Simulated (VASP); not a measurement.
# Sb (I4/mmm) in VASP: notebook

Runs on Sb. Level: LDA. Tasks: single point.

Program: VASP 6.6.1. These are calculated values, not measurements. Logs are shortened: lines on timing, memory, paths and dates and some standing lists are left out, and cuts for length are marked.

**1. The cell of the first run**

Symmetry: I4/mmm, No. 139, tetragonal system. The conventional cell has a = 3.353 Å, b = 3.353 Å, c = 4.505 Å, α = 90.00°, β = 90.00°, γ = 90.00°. Sb (site symmetry 4/mmm) has 12 Sb at 3.27 to 3.35 Å as nearest neighbours.

This isn't the form of Sb at room conditions, which is rhombohedral.

**2. Single point, LDA (strain +0.000 along x and y, -0.050 along z, atoms carried along)**

INCAR reads:

```
PREC = Accurate
ENCUT = 520
EDIFF = 1E-6
ISMEAR = 0
SIGMA = 0.15
LREAL = False
LASPH = True
NELM = 100
ALGO = Fast
ISIF = 2
LWAVE = False
LCHARG = False
NBANDS = 8
```

KPOINTS reads:

```
Automatic mesh
0
Gamma
  18 18 18
```

POSCAR reads:

```
Sb
1.0
    0.0000000000      2.3712425216      2.2526803955
    2.3712425216      0.0000000000      2.2526803955
    2.3712425216      2.3712425216      0.0000000000
Sb
1
Direct
    0.0000000000      0.0000000000      0.0000000000
```

Potentials or basis: VASP PAW LDA potentials, release 64 (Sb).

The run is started by

```console
> cat potpaw_LDA.64/Sb/POTCAR > POTCAR
> mpirun -np 1 vasp_std > vasp.out
```

OUTCAR:

```text
PREC = Accurate
   ENCUT = 520
   EDIFF = 1E-6
   ISMEAR = 0
   LREAL = False
   LASPH = True
   NELM = 100
   ISIF = 2

 ion  position               nearest neighbor table
   1  0.000  0.000  0.000-

  LATTYP: Found a body centered tetragonal cell.
 ALAT       =     3.3534433337
 C/A-ratio  =     1.3435028842

  Lattice vectors:

 A1 = (   0.0000000000,  -2.3712425216,  -2.2526803955)
 A2 = (   0.0000000000,   2.3712425216,  -2.2526803955)
 A3 = (   2.3712425216,   0.0000000000,   2.2526803955)

Analysis of symmetry for initial positions (statically):
=====================================================================
 Subroutine PRICEL returns:
 Original cell was already a primitive cell.

 Routine SETGRP: Setting up the symmetry group for a
 body centered tetragonal supercell.

 Subroutine GETGRP returns: Found 16 space group operations
 (whereof 16 operations were pure point group operations)
 out of a pool of 16 trial point group operations.

The static configuration has the point symmetry D_4h.

Analysis of symmetry for dynamics (positions and initial velocities):
=====================================================================
 Subroutine PRICEL returns:
 Original cell was already a primitive cell.

 Routine SETGRP: Setting up the symmetry group for a
 body centered tetragonal supercell.

 Subroutine GETGRP returns: Found 16 space group operations
 (whereof 16 operations were pure point group operations)
 out of a pool of 16 trial point group operations.

The dynamic configuration has the point symmetry D_4h.

 Subroutine INISYM returns: Found 16 space group operations
 (whereof 16 operations are pure point group operations),
 and found     1 'primitive' translations

----------------------------------------------------------------------------------------

                                     Primitive cell

  volume of cell :      25.3327

  direct lattice vectors                    reciprocal lattice vectors
     0.000000000  2.371242522  2.252680396    -0.210859916  0.210859916  0.221957807
     2.371242522  0.000000000  2.252680396     0.210859916 -0.210859916  0.221957807
     2.371242522  2.371242522  0.000000000     0.210859916  0.210859916 -0.221957807

  length of vectors
     3.270681895  3.270681895  3.353443334     0.371737914  0.371737914  0.371737914

  position of ions in fractional coordinates (direct lattice)
     0.000000000  0.000000000  0.000000000

  ion indices of the primitive-cell ions
   primitive index   ion index
                 1           1

----------------------------------------------------------------------------------------

 KPOINTS: Automatic mesh

Automatic generation of k-mesh.
 Grid dimensions read from file:
 generate k-points for:   18   18   18

 Generating k-lattice:

  Cartesian coordinates                     Fractional coordinates (reciprocal lattice)
    -0.011714440  0.011714440  0.012330989     0.055555556 -0.000000000  0.000000000
     0.011714440 -0.011714440  0.012330989    -0.000000000  0.055555556  0.000000000
     0.011714440  0.011714440 -0.012330989     0.000000000  0.000000000  0.055555556

  Length of vectors
     0.020652106  0.020652106  0.020652106

  Shift w.r.t. Gamma in fractional coordinates (k-lattice)
     0.000000000  0.000000000  0.000000000

 Subroutine IBZKPT returns following result:
 ===========================================

 Found    480 irreducible k-points:

 Following reciprocal coordinates:
            Coordinates               Weight
  0.000000  0.000000  0.000000      1.000000
  0.055556  0.000000  0.000000      8.000000
  0.111111  0.000000  0.000000      8.000000
  0.166667  0.000000  0.000000      8.000000
  0.222222  0.000000  0.000000      8.000000
  0.277778  0.000000  0.000000      8.000000
[... 16 lines left out ...]
 -0.277778  0.055556  0.000000      8.000000
 -0.222222  0.055556  0.000000      8.000000
 [... further k-points ...]
   k-points           NKPTS =    480   k-points in BZ     NKDIM =    480   number of bands    NBANDS=      8
   number of dos      NEDOS =    301   number of ions     NIONS =      1
   total plane-waves  NPLWV =  16128
   dimension x,y,z NGX =    24 NGY =   24 NGZ =   28
   dimension x,y,z NGXF=    48 NGYF=   48 NGZF=   56
   ions per type =               1
   NGX,Y,Z   is equivalent  to a cutoff of  12.20, 12.20, 13.88 a.u.
   NGXF,Y,Z  is equivalent  to a cutoff of  24.40, 24.40, 27.76 a.u.
 SYSTEM =  unknown system
   PREC   = accura    normal or accurate (medium, high low for compatibility)
   ISTART =      0    job   : 0-new  1-cont  2-samecut
   ICHARG =      2    charge: 1-file 2-atom 10-const
   ISPIN  =      1    spin polarized calculation?
   LNONCOLLINEAR =      F non collinear calculations
   LSORBIT =      F    spin-orbit coupling
   LASPH  =      T    aspherical Exc in radial PAW
   ENCUT  =  520.0 eV  38.22 Ry    6.18 a.u.   6.08  6.08  6.24*2*pi/ulx,y,z
   NELM   =    100;   NELMIN=  2; NELMDL= -5     # of ELM steps
   EDIFF  = 0.1E-05   stopping-criterion for ELM
   LREAL  =      F    real-space projection
   EDIFFG = 0.1E-04   stopping-criterion for IOM
   NSW    =      0    number of steps for IOM
   IBRION =     -1    ionic relax: 0-MD 1-quasi-New 2-CG
   NFREE  =      0    steps in history (QN), initial steepest desc. (CG)
   ISIF   =      2    stress and relaxation
   ISYM   =      2    0-nonsym 1-usesym 2-fastsym
   POTIM  = 0.5000    time-step for ionic-motion
   TEBEG  =    0.0;   TEEND  =   0.0 temperature during run
   PSTRESS=    0.0 pullay stress
   NELECT =       5.0000    total number of electrons
   NUPDOWN=      -1.0000    fix difference up-down
   EMIN   =  10.00;   EMAX   =-10.00  energy-range for DOS
   EFERMI =   0.00;   METHOD = LEGACY
   ISMEAR =     0;   SIGMA  =   0.15  broadening in eV -4-tet -1-fermi 0-gaus
   EFERMI_NEDOS =   21; number of points for ismear=-14 and -15
   IALGO  =     68    algorithm
   IMIX   =      4    mixing-type and parameters
     AMIX     =   0.40;   BMIX     =  1.00
     AMIX_MAG =   1.60;   BMIX_MAG =  1.00
  volume/ion in A,a.u.               =      25.33       170.95
  Fermi-wavevector in a.u.,A,eV,Ry     =   0.953171  1.801233 12.361378  0.908536
  Thomas-Fermi vector in A             =   2.081802
   LORBIT       =      0    0 simple, 1 ext, 2 COOP (PROOUT), +10 PAW based schemes
   GGA     = CA    functional components
   LHFCALC =     F    Hartree Fock is set to
   AEXX    =    0.0000 exact exchange contribution
   IVDW    =     0    specifies the selected vdW correction
   LEPSILON=     F    determine dielectric tensor
   LRPA    =     F    only Hartree local field effects (RPA)
 non-spin polarized calculation
 RMM-DIIS sequential band-by-band and
 Gauss-broadening in eV      SIGMA  =   0.15
  energy-cutoff  :      520.00
  volume of cell :       25.33
 maximum number of plane-waves:       700
   NGX = 13   NGY = 13   NGZ = 13

 number of electron       5.0000000 magnetization

 Free energy of the ion-electron system (eV)
  ---------------------------------------------------
  ext. energy  EPLUGINS =         0.00000000
  ---------------------------------------------------
  free energy    TOTEN  =        -4.53798526 eV

  energy without entropy =       -4.52992534  energy(sigma->0) =       -4.53395530

 E-fermi :   9.2483     XC(G=0): -10.6361

 val. band max:        9.2441883125   @ k =   0.5000   0.3889   0.0556
 cond. band min:       9.2484999199   @ k =  -0.3333   0.2222   0.0556
 fundamental gap:      0.0043116074
 Fermi energy:         9.2483433172

 k-point     1 :       0.0000    0.0000    0.0000
  band No.  band energies     occupation
      1      -4.1989      2.00000
      2      14.8789      0.00000
      3      14.9404      0.00000
      4      14.9404      0.00000
      5      19.1007      0.00000
      6      19.1007      0.00000
      7      19.4181      0.00000
      8      19.5895      0.00000

 k-point     2 :       0.0556    0.0000    0.0000
  band No.  band energies     occupation
      1      -4.1343      2.00000
      2      14.2587      0.00000
      3      14.8228      0.00000
      4      14.8310      0.00000
      5      18.6073      0.00000
      6      19.2536      0.00000
      7      19.4331      0.00000
      8      20.6500      0.00000

 k-point     3 :       0.1111    0.0000    0.0000
  band No.  band energies     occupation
      1      -3.9406      2.00000
      2      12.7789      0.00000
      3      14.5232      0.00000
      4      14.6428      0.00000
      5      18.2024      0.00000
      6      19.6025      0.00000
      7      19.7775      0.00000
      8      21.6129      0.00000

 k-point     4 :       0.1667    0.0000    0.0000
  band No.  band energies     occupation
      1      -3.6190      2.00000
      2      11.0462      0.00000
      3      14.1397      0.00000
      4      14.3968      0.00000
      5      17.9259      0.00000
      6      19.7550      0.00000
      7      20.1350      0.00000
      8      21.4052      0.00000

 k-point     5 :       0.2222    0.0000    0.0000
  band No.  band energies     occupation
      1      -3.1719      2.00000
      2       9.2904      0.69163
      3      13.7460      0.00000
      4      14.1421      0.00000
      5      17.7301      0.00000
      6      19.4170      0.00000
      7      20.0195      0.00000
      8      21.4549      0.00000
[... 177 lines left out ...]
 k-point    22 :      -0.3333    0.0556    0.0000
  band No.  band energies     occupation
      1      -1.6652      2.00000
      2       5.6660      2.00000
      3      12.8543      0.00000
      4      13.2094      0.00000
      5      17.8610      0.00000
      6      18.1333      0.00000
      7      18.3469      0.00000
      8      21.6946      0.00000

 k-point    23 :      -0.2778    0.0556    0.0000
  band No.  band energies     occupation
      1      -2.3637      2.00000
      2       7.1882      2.00000
      3      12.9435      0.00000
      4      13.6027      0.00000
      5      17.9156      0.00000
      6      18.5897      0.00000
      7      18.6267      0.00000
      8      22.1730      0.00000

 k-point    24 :      -0.2222    0.0556    0.0000
  band No.  band energies     occupation
      1      -2.9624      2.00000
      2       8.8412      1.99988
      3      13.1090      0.00000
      4      14.0291      0.00000
      5      18.0009      0.00000
      6      19.0083      0.00000
      7      19.1930      0.00000
      8      21.4620      0.00000

 [... further k-points ...]

------------------------ aborting loop because EDIFF is reached ----------------------------------------

  FORCE on cell =-STRESS in cart. coord.  units (eV):
  Direction    XX          YY          ZZ          XY          YZ          ZX
  --------------------------------------------------------------------------------------
  -------------------------------------------------------------------------------------
  Total        0.2756717      0.2756717      0.0496840      0.0000000      0.0000000     -0.0000000
  in kB       17.4349716     17.4349716      3.1422827      0.0000000      0.0000000     -0.0000000
  external PRESSURE =      12.6707420 kB  Pullay stress =       0.0000000 kB

 VOLUME and BASIS-vectors are now :
 -----------------------------------------------------------------------------
  energy-cutoff  :      520.00
  volume of cell :       25.33
      direct lattice vectors                 reciprocal lattice vectors
     0.000000000  2.371242522  2.252680396    -0.210859916  0.210859916  0.221957807
     2.371242522  0.000000000  2.252680396     0.210859916 -0.210859916  0.221957807
     2.371242522  2.371242522  0.000000000     0.210859916  0.210859916 -0.221957807

 POSITION                                       TOTAL-FORCE (eV/Angst)
 -----------------------------------------------------------------------------------
      0.00000      0.00000      0.00000         0.000000      0.000000      0.000000
 -----------------------------------------------------------------------------------
    total drift:                                0.000000      0.000000      0.000000

  FREE ENERGIE OF THE ION-ELECTRON SYSTEM (eV)
  ---------------------------------------------------
  free  energy   TOTEN  =        -4.5379852614 eV

  energy  without entropy=       -4.5299253415  energy(sigma->0) =       -4.53395530
```

Wall time 1.9 min (1 thread of AMD EPYC 7R43 (Zen 3), shared host); peak memory 0.17 GiB.

What came out:

* Free energy: -4.5380 eV
* Pressure: 1.3 GPa
* Band gap on the k mesh: none (metal or under the smearing width)

**3. Single point, LDA (strain +0.050 along x and y, +0.000 along z, atoms carried along)**

INCAR reads:

```
PREC     = Accurate       # precision mode
ENCUT    = 520            # plane-wave cutoff, eV
EDIFF    = 1E-6           # SCF threshold, eV
ISMEAR   = 0              # smearing method
SIGMA    = 0.15           # smearing width, eV
LREAL    = F              # projectors in reciprocal space
LASPH    = T              # aspherical terms in the spheres
NELM     = 100            # most SCF steps
ALGO     = Fast           # electronic algorithm
ISIF     = 2              # what is computed and relaxed
LWAVE    = F              # write WAVECAR
LCHARG   = F              # write CHGCAR
GGA      = CA             # functional
NBANDS   = 8              # bands
```

KPOINTS is that of step 2.

POSCAR reads:

```
Sb
1.0
    0.0000000000      2.4898046477      2.3712425216
    2.4898046477      0.0000000000      2.3712425216
    2.4898046477      2.4898046477      0.0000000000
Sb
1
Direct
    0.0000000000      0.0000000000      0.0000000000
```

Potentials or basis: VASP PAW LDA potentials, release 64 (Sb).

The run is started by

```console
> cat potpaw_LDA.64/Sb/POTCAR > POTCAR
> mpirun -np 1 vasp_std > vasp.out
```

OUTCAR:

```text
PREC = Accurate
   ENCUT = 520
   EDIFF = 1E-6
   ISMEAR = 0
   LREAL = F
   LASPH = T
   NELM = 100
   ISIF = 2
   GGA = CA

 ion  position               nearest neighbor table
   1  0.000  0.000  0.000-

  LATTYP: Found a body centered tetragonal cell.
 ALAT       =     3.5211155004
 C/A-ratio  =     1.3468700594

  Lattice vectors:

 A1 = (   0.0000000000,  -2.4898046477,  -2.3712425216)
 A2 = (   0.0000000000,   2.4898046477,  -2.3712425216)
 A3 = (   2.4898046477,   0.0000000000,   2.3712425216)

Analysis of symmetry for initial positions (statically):
=====================================================================
 Subroutine PRICEL returns:
 Original cell was already a primitive cell.

 Routine SETGRP: Setting up the symmetry group for a
 body centered tetragonal supercell.

 Subroutine GETGRP returns: Found 16 space group operations
 (whereof 16 operations were pure point group operations)
 out of a pool of 16 trial point group operations.

The static configuration has the point symmetry D_4h.

Analysis of symmetry for dynamics (positions and initial velocities):
[... 155 lines left out ...]
  ---------------------------------------------------
  free energy    TOTEN  =        -4.45031634 eV

  energy without entropy =       -4.44094226  energy(sigma->0) =       -4.44562930

 E-fermi :   7.2960     XC(G=0): -10.0014

 val. band max:        7.2857527232   @ k =  -0.3889   0.4444   0.0556
 cond. band min:       7.3118095427   @ k =   0.4444   0.0556   0.2778
 fundamental gap:      0.0260568195
 Fermi energy:         7.2960078705

 k-point     1 :       0.0000    0.0000    0.0000
  band No.  band energies     occupation
      1      -5.0008      2.00000
      2      11.8881      0.00000
      3      11.9109      0.00000
      4      11.9109      0.00000
      5      16.7211      0.00000
      6      16.7211      0.00000
      7      17.0242      0.00000
      8      17.6384      0.00000
[... 243 lines left out ...]
 k-point    24 :      -0.2222    0.0556    0.0000
  band No.  band energies     occupation
      1      -3.9437      2.00000
      2       6.7954      2.00000
      3      10.4915      0.00000
      4      11.1882      0.00000
      5      15.4715      0.00000
      6      16.6967      0.00000
      7      16.8893      0.00000
      8      18.9320      0.00000

 [... further k-points ...]
[... 5 lines left out ...]
  --------------------------------------------------------------------------------------
  -------------------------------------------------------------------------------------
  Total       -1.2130925     -1.2130925     -1.4163032      0.0000000     -0.0000000     -0.0000000
  in kB      -66.1101250    -66.1101250    -77.1845382      0.0000000     -0.0000000     -0.0000000
  external PRESSURE =     -69.8015961 kB  Pullay stress =       0.0000000 kB

 VOLUME and BASIS-vectors are now :
 -----------------------------------------------------------------------------
  energy-cutoff  :      520.00
  volume of cell :       29.40
      direct lattice vectors                 reciprocal lattice vectors
     0.000000000  2.489804648  2.371242522    -0.200818968  0.200818968  0.210859916
     2.489804648  0.000000000  2.371242522     0.200818968 -0.200818968  0.210859916
     2.489804648  2.489804648  0.000000000     0.200818968  0.200818968 -0.210859916

 POSITION                                       TOTAL-FORCE (eV/Angst)
 -----------------------------------------------------------------------------------
      0.00000      0.00000      0.00000         0.000000      0.000000      0.000000
 -----------------------------------------------------------------------------------
    total drift:                               -0.000000      0.000000      0.000000

  FREE ENERGIE OF THE ION-ELECTRON SYSTEM (eV)
  ---------------------------------------------------
  free  energy   TOTEN  =        -4.4503163370 eV

  energy  without entropy=       -4.4409422610  energy(sigma->0) =       -4.44562930
```

OSZICAR:

```text
N       E                     dE             d eps       ncg     rms          rms(c)
DAV:   1     0.446750171311E+01    0.44675E+01   -0.16078E+03  7776   0.404E+02
DAV:   2    -0.435012086370E+01   -0.88176E+01   -0.85427E+01 10872   0.518E+01
DAV:   3    -0.445980339177E+01   -0.10968E+00   -0.10881E+00  9064   0.646E+00
DAV:   4    -0.446017514048E+01   -0.37175E-03   -0.37174E-03 12088   0.470E-01
DAV:   5    -0.446017577662E+01   -0.63615E-06   -0.63619E-06  9736   0.122E-02    0.152E+00
RMM:   6    -0.445352735663E+01    0.66484E-02   -0.27350E-03  7686   0.270E-01    0.875E-01
RMM:   7    -0.445030731545E+01    0.32200E-02   -0.58557E-03  8547   0.398E-01    0.400E-02
RMM:   8    -0.445031302516E+01   -0.57097E-05   -0.23725E-04  8132   0.116E-01    0.205E-02
RMM:   9    -0.445031590209E+01   -0.28769E-05   -0.25450E-05  8870   0.372E-02    0.183E-02
RMM:  10    -0.445031633696E+01   -0.43487E-06   -0.29034E-06  8870   0.147E-02
   1 F= -.44503163E+01 E0= -.44456293E+01  d E =-.937408E-02
```

Wall time 2.4 min (1 thread of AMD EPYC 7R43 (Zen 3), shared host); peak memory 0.19 GiB.

Results:

```yaml
Free_energy: -4.4503 eV
Pressure: -7.0 GPa
Band_gap_on_the_k_mesh: none (metal or under the smearing width)
```

Levels at points of the mesh, in eV from the Fermi level:
```tsv
k point	band 1	band 2	band 3	band 4	band 5	band 6	band 7
(0.00, 0.00, 0.00)	-12.30	4.59	4.61	4.61	9.43	9.43	9.73
(0.50, 0.00, 0.00)	-9.05	-5.25	2.82	3.46	7.47	8.43	9.28
(0.50, 0.50, 0.00)	-7.35	-4.21	-0.04	-0.04	3.77	4.43	15.83
(0.50, 0.00, 0.50)	-7.86	-4.56	0.35	0.69	4.31	4.84	15.88
```

The run has no spin-orbit coupling, so splittings on Sb are missing.
